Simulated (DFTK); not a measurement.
Pb: single point with PBEsol

Crystal: Pb.

```
Pb
1.0
    -2.06690    2.05040    2.08125
     1.99925   -1.93748    1.90067
     1.99103    1.86160   -1.96833
Pb
1
Direct
  0.00466 0.99633 0.00314
```

The cell isn't the ideal one: cell strained at random at fixed volume.

- Program: DFTK 0.8.2
- Task: single point
- Functional: PBEsol
- Potentials or basis: dojo.nc.sr.pbesol.v0_4_1.standard.upf (PBEsol)
- Cutoff: 925 eV
- k mesh: 9 × 9 × 9
- Occupations: fermi-dirac, width 0.05 eV
- Spin: no spin polarisation

```json
{"Pressure": "-1.3 GPa", "Band gap on the k mesh": "none (metal or under the smearing width)"}
```

Stress tensor (GPa, compression positive):
```
-1.22  0.24  0.28
 0.24 -1.41 -0.33
 0.28 -0.33 -1.15
```

Levels at points of the mesh, in eV from the Fermi level:
| k point | band 3 | band 4 | band 5 | band 6 | band 7 | band 8 | band 9 | band 10 | band 11 | band 12 |
| --- | --- | --- | --- | --- | --- | --- | --- | --- | --- | --- |
| (0.00, 0.00, 0.00) | -17.01 | -16.84 | -16.83 | -11.64 | 6.73 | 7.50 | 7.72 | 11.07 | 11.25 | 11.40 |

Run time: 17 min on 1 thread of Intel(R) Xeon(R) Processor @ 2.70GHz, with other jobs on the host, peak memory 4.3 GiB.

Spin-orbit coupling is left out, which matters for the levels of Pb.
